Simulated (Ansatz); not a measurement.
The geometry is COD entry 2100858, unchecked; take it as a test cell.

BaTiO3: DFT, PBEsol, all-electron LAPW, scalar-relativistic (Ansatz 0.2.0).

Command: `ansatz run input.yaml --threads 2 --pin off --max-ram 8192MiB --backend cpu --events-out ev --progress --plain --runs-dir out` The run took 97 s on 2 threads of Arm Neoverse V2, with other jobs on the host, peak memory 0.59 GiB.

```yaml
crystal:
  lattice:
    - [3.9998, 0.0, 0.0]
    - [0.0, 3.9998, 0.0]
    - [0.0, 0.0, 4.018]
  atoms:
    - { symbol: Ba, position: [0.0, 0.0, 0.0] }
    - { symbol: Ti, position: [0.5, 0.5, 0.482] }
    - { symbol: O, position: [0.5, 0.5, 0.016] }
    - { symbol: O, position: [0.5, 0.0, 0.515] }
    - { symbol: O, position: [0.0, 0.5, 0.515] }
kpoints:
  mp_grid: { grid: [7, 7, 7] }
  band_path:
    path:
      - [0.0, 0.0, 0.0]
      - [0.0, 0.5, 0.0]
      - [0.5, 0.5, 0.0]
      - [0.0, 0.0, 0.0]
      - [0.0, 0.0, 0.5]
      - [0.0, 0.5, 0.5]
      - [0.5, 0.5, 0.5]
      - [0.0, 0.0, 0.5]
      - [0.0, 0.5, 0.0]
    npoints: 14
scf:
  occupations: { method: fermi_dirac, width: 0.08 }
hamiltonian:
  xc: pbesol
  pseudopotentials: { kind: all_electron, lapw: { basis_error: 0.001 } }
output:
  forces: true
  stress: true
  eigenvalues: true
  fatbands: true
  populations: true
  dos: { projected: true, de: 0.2, e_range: [-14, 8] }
```

Output:

```
Ba: projections on atomic orbitals take those of the free atom 1s2 2s2 2p6 3s2 3p6 3d10 4s2 4p6 4d10 5s2 5p6 6s2, of charge +0.00 (hamiltonian.pseudopotentials.projection_atoms)
Ti: projections on atomic orbitals take those of the free atom 1s2 2s2 2p6 3s2 3p6 3d2 4s2, of charge +0.00 (hamiltonian.pseudopotentials.projection_atoms)
O: projections on atomic orbitals take those of the free atom 1s2 2s2 2p4, of charge +0.00 (hamiltonian.pseudopotentials.projection_atoms)
LAPW: plane waves up to 10.767 Å⁻¹, error target 1.0e-3 eV per atom; small_component_spin mean_spin; O in spheres of 0.873 Å, 8 of its electrons in bands, Dirac shells []; Ti in spheres of 1.000 Å, 20 of its electrons in bands, Dirac shells []; Ba in spheres of 1.098 Å, 28 of its electrons in bands, Dirac shells []
Engine: ansatz 0.2.0
Pseudopotentials: kind: all_electron
Pseudopotential: Ba, LAPW, valence charge 28, Koelling and Harmon's equation, gaussian nucleus
Pseudopotential: Ti, LAPW, valence charge 20, Koelling and Harmon's equation, gaussian nucleus
Pseudopotential: O, LAPW, valence charge 8, Koelling and Harmon's equation, gaussian nucleus
Functional definition: PBEsol
  exchange = pbesol_x
  correlation = pbesol_c
Crystal: 5 atoms, lattice volume = 64.282 Å³
Basis set: ecut = 441.6897326992203 eV, 1357 PW (Γ), exchange–correlation at level 2
Bands: 44, of which v1, the nominal top of the filled ones, is band 36 counted from 1 (35 counted from 0)
Symmetry: 8 space group operations
Space group: P4mm (ITA 99), of the structure as read, at distance tolerance 4.0e-5 Å
k-points: 40 of 343 (time reversal used)
Non-local potential: Ba, projectors of the file, none
Non-local potential: Ti, projectors of the file, none
Non-local potential: O, projectors of the file, none
Initial density: superposition of atomic densities (chi_scale 0.1, normalization cell, long waves kept (reshape's long-wave potential 0.00 eV rms))
Initial wavefunctions: plane waves of lowest kinetic energy (no species holds an atomic orbital)
Functional: x = pbesol(κ = 0.804, μ = 0.12345679012345678), c = pbesol(β = 0.046)
iter 1 solved again at ethr=1.99e-2 eV; its pass at ethr=1.00e-1 eV (dr2=1.43e1 eV) is discarded
SCF iter   1: F=—  HF=-250632.674533 eV  |F-HF|=—  |Δ(HF+E_count)|=         —  Δρ=1.36e-1  dr2=1.43e1  ethr=1.99e-2  ⟨swp⟩=2.0  Hψ=11387  notcnv=0
preconditioner: auto → Resta (q_TF=auto, 2.780 Å⁻¹)  ε∞=3.3  [insulator: Δε(μ)=5.960 eV  Ē_g=18.728 eV  σ=0.080 eV  W_gap=1.00  n_scr=26 (ndim 8)  ℏωp=28.5 eV  f_vac=0.000  D(μ)=0.00/eV (n_scr^D=0)  ε∞_Penn≈3.3]
SCF iter   2: F=—  HF=-250628.872661 eV  |F-HF|=—  |Δ(HF+E_count)|=    3.80e0  Δρ=8.75e-2  dr2=6.67e0  ethr=1.98e-2  ⟨swp⟩=3.1  Hψ=6004  notcnv=0
SCF iter   3: F=—  HF=-250627.170336 eV  |F-HF|=—  |Δ(HF+E_count)|=    1.70e0  Δρ=4.58e-2  dr2=1.73e0  ethr=9.27e-3  ⟨swp⟩=3.0  Hψ=5503  notcnv=0
SCF iter   4: F=—  HF=-250626.780645 eV  |F-HF|=—  |Δ(HF+E_count)|=         —  Δρ=1.71e-2  dr2=2.28e-1  ethr=2.40e-3  ⟨swp⟩=2.6  Hψ=5617  notcnv=0
the basis was enlarged: its passes take 135.9 KiB over the memory plan, 2 of 2 planned eigensolver slots
SCF iter   5: F=—  HF=-250626.815068 eV  |F-HF|=—  |Δ(HF+E_count)|=   3.44e-2  Δρ=1.44e-2  dr2=1.99e-1  ethr=3.17e-4  ⟨swp⟩=2.7  Hψ=5719  notcnv=0
SCF iter   6: F=—  HF=-250626.781034 eV  |F-HF|=—  |Δ(HF+E_count)|=   3.40e-2  Δρ=9.33e-3  dr2=8.10e-2  ethr=2.77e-4  ⟨swp⟩=2.0  Hψ=5327  notcnv=0
SCF iter   7: F=—  HF=-250626.758130 eV  |F-HF|=—  |Δ(HF+E_count)|=   2.29e-2  Δρ=3.13e-3  dr2=9.35e-3  ethr=1.12e-4  ⟨swp⟩=2.0  Hψ=5376  notcnv=0
iter 8 solved again at ethr=8.71e-7 eV; its pass at ethr=1.30e-5 eV (dr2=6.27e-4 eV) is discarded
SCF iter   8: F=—  HF=-250626.755586 eV  |F-HF|=—  |Δ(HF+E_count)|=   2.54e-3  Δρ=7.83e-4  dr2=6.26e-4  ethr=8.71e-7  ⟨swp⟩=2.0  Hψ=8920  notcnv=0
SCF iter   9: F=—  HF=-250626.755430 eV  |F-HF|=—  |Δ(HF+E_count)|=   1.55e-4  Δρ=1.06e-4  dr2=1.22e-5  ethr=8.69e-7  ⟨swp⟩=2.0  Hψ=5360  notcnv=0
SCF iter  10: F=—  HF=-250626.755428 eV  |F-HF|=—  |Δ(HF+E_count)|=   2.04e-6  Δρ=1.20e-5  dr2=7.69e-8  ethr=1.69e-8  ⟨swp⟩=2.0  Hψ=5360  notcnv=0
SCF iter  11: F=-250626.755428 eV  HF=-250626.755428 eV  |F-HF|=9.31e-10  |Δ(HF+E_count)|=   4.39e-9  Δρ=3.62e-6  dr2=5.89e-9  ethr=1.07e-10  ⟨swp⟩=2.6  Hψ=5424  notcnv=0
SCF 1 converged in 11 iterations: F = -250626.755428 eV  dr2 = 5.89e-9
NSCF: frozen V_eff on 113 k-points
SCF converged after 11 iterations
Free energy (F): -250626.755428 eV
Harris-Foulkes:  -250626.755428 eV  (|F-HF|=9.31e-10)
Internal energy: -250626.755427 eV  (E = F + TS)
E sigma→0 (E₀):  -250626.755428 eV
Entropy (-TS):   -0.000001 eV (-0.000 meV/atom)
Fermi energy:    13.061676 eV
--- Per-component energies (eV) ---
  E_band       = -8677.435843
  E_kinetic    = 265310.525961
  E_xc         = -7107.254978
  E_electrostatic = -508830.026410  (all electrons and nuclei)
  E_smearing   = -0.000001  (= −TS)
  E_closure    = 0.000000  (closes the sum)
  E_atoms      = -250585.672184  (free atoms, spherical and without spin; not in F)
  Σ components = -250626.755428   (vs F -250626.755428, Δ=0.00e0)
  Basis errors (estimates in eV, not in F): energy 5.6e-4 per atom: plane waves 5.1e-4 (3.0e-4 summed), levels above the bands 2.5e-42, relativity 6.3e-8, radial functions 5.1e-5, core shells 1.9e-7; eigenvalues (radial functions only) 4.4e-6; not estimated: angular momenta, meshes, grids; target (lapw.basis_error) 1.0e-3; muffin-tin radii O 0.873 Å, Ti 1.000 Å, Ba 1.098 Å
--- Forces (eV/Å), atoms counted from 1 ---
  atom   1  Ba    -0.00000000     0.00000000    -0.10920218
  atom   2  Ti     0.00000000     0.00000000     0.00279033
  atom   3  O      0.00000000    -0.00000000     0.40883903
  atom   4  O     -0.00000000     0.00000000    -0.15120895
  atom   5  O     -0.00000000    -0.00000000    -0.15120895
  max |Σ_I F_I| component: 9.30e-6 eV/Å
--- Stress (GPa, compression-positive) ---
       -4.092574       0.000000       0.000000
        0.000000      -4.092574       0.000000
        0.000000       0.000000      -2.620417
  P = ⅓ Tr σ = -3.6019 GPa (-36.019 kbar)
--- Band table (eV; the first three rows and the last of 40) ---
  k-point 0: bands = ["-518.3908", "-490.1826", "-490.0515", "-490.0515", "-425.9944", "-425.9944", "-425.9878", "-221.7812", "-158.9996", "-158.9996", "-158.9983", "-67.9345", "-67.9332", "-67.9328", "-67.9313", "-67.9313", "-44.1130", "-20.4944", "-20.4499", "-20.4499", "-12.5344", "-4.6906", "-4.0413", "-3.9559", "2.2701", "2.2701", "2.2745", "9.7879", "9.7936", "9.7936", "10.7995", "10.7995", "10.9343", "11.7987", "11.8247", "11.8247", "13.9115", "14.2076", "14.2076", "16.1990", "16.3392", "17.0584", "17.1352", "19.2913"]
  k-point 1: bands = ["-518.3908", "-490.1826", "-490.0515", "-490.0515", "-425.9944", "-425.9944", "-425.9878", "-221.7812", "-158.9996", "-158.9996", "-158.9983", "-67.9345", "-67.9332", "-67.9328", "-67.9313", "-67.9313", "-44.1128", "-20.5043", "-20.4495", "-20.4495", "-12.5122", "-4.6899", "-4.0400", "-3.9496", "2.3005", "2.3005", "2.3592", "9.4385", "9.7315", "9.7315", "10.5986", "10.5986", "10.7668", "11.3802", "11.7465", "11.7465", "13.9360", "14.5354", "14.5354", "16.1973", "16.8201", "17.4259", "17.5075", "19.7884"]
  k-point 2: bands = ["-518.3908", "-490.1826", "-490.0515", "-490.0515", "-425.9944", "-425.9944", "-425.9878", "-221.7812", "-158.9996", "-158.9996", "-158.9983", "-67.9345", "-67.9332", "-67.9328", "-67.9313", "-67.9313", "-44.1124", "-20.5264", "-20.4486", "-20.4486", "-12.4616", "-4.7635", "-3.9480", "-3.9355", "2.3710", "2.3710", "2.5472", "8.6875", "9.5403", "9.5403", "10.2917", "10.2917", "10.4331", "10.6823", "11.5815", "11.5815", "13.9926", "15.1936", "15.1936", "16.1968", "17.6369", "18.2664", "18.4552", "20.4652"]
  k-point 39: bands = ["-518.3908", "-490.1826", "-490.0515", "-490.0515", "-425.9944", "-425.9944", "-425.9878", "-221.7812", "-158.9996", "-158.9996", "-158.9983", "-67.9344", "-67.9331", "-67.9328", "-67.9314", "-67.9314", "-44.1101", "-20.5381", "-20.4956", "-20.4955", "-12.2748", "-3.9188", "-3.7907", "-3.7499", "1.5938", "1.6100", "1.7211", "7.7126", "8.3736", "8.4215", "9.5154", "9.6911", "9.7244", "11.8734", "11.9040", "12.0219", "16.2337", "16.2466", "16.2543", "18.7495", "19.0244", "19.1486", "19.7109", "19.9873"]
--- Löwdin populations: 5 sites ---
  site symbol       q [e]
     0     Ba     54.2149
     1     Ti     20.8008
     2      O      8.8509
     3      O      8.8816
     4      O      8.8816
  spilling = 0.003629 (of n_electrons = 102.000000)
```

populations.tsv:

```
# site	symbol	l	j	q
# orbitals = lowdin
# n_electrons = 102.000000
# spilling = 0.003629
# projection_atom_Ba: 1s2 2s2 2p6 3s2 3p6 3d10 4s2 4p6 4d10 5s2 5p6 6s2
# projection_atom_Ti: 1s2 2s2 2p6 3s2 3p6 3d2 4s2
# projection_atom_O: 1s2 2s2 2p4
0	Ba	0_1S	-	1.999999
0	Ba	0_2S	-	1.999979
0	Ba	0_3S	-	1.999705
0	Ba	0_4S	-	1.996584
0	Ba	0_5S	-	1.941914
0	Ba	0_6S	-	0.327858
0	Ba	1_2P	-	6.000000
0	Ba	1_3P	-	5.999992
0	Ba	1_4P	-	5.999586
0	Ba	1_5P	-	5.949353
0	Ba	2_3D	-	9.999999
0	Ba	2_4D	-	9.999888
1	Ti	0_1S	-	1.999975
1	Ti	0_2S	-	1.998559
1	Ti	0_3S	-	1.959127
1	Ti	0_4S	-	0.465885
1	Ti	1_2P	-	5.999972
1	Ti	1_3P	-	5.989093
1	Ti	2_3D	-	2.388164
2	O	0_1S	-	1.998517
2	O	0_2S	-	1.799823
2	O	1_2P	-	5.052537
3	O	0_1S	-	1.998573
3	O	0_2S	-	1.799874
3	O	1_2P	-	5.083200
4	O	0_1S	-	1.998573
4	O	0_2S	-	1.799874
4	O	1_2P	-	5.083200
```
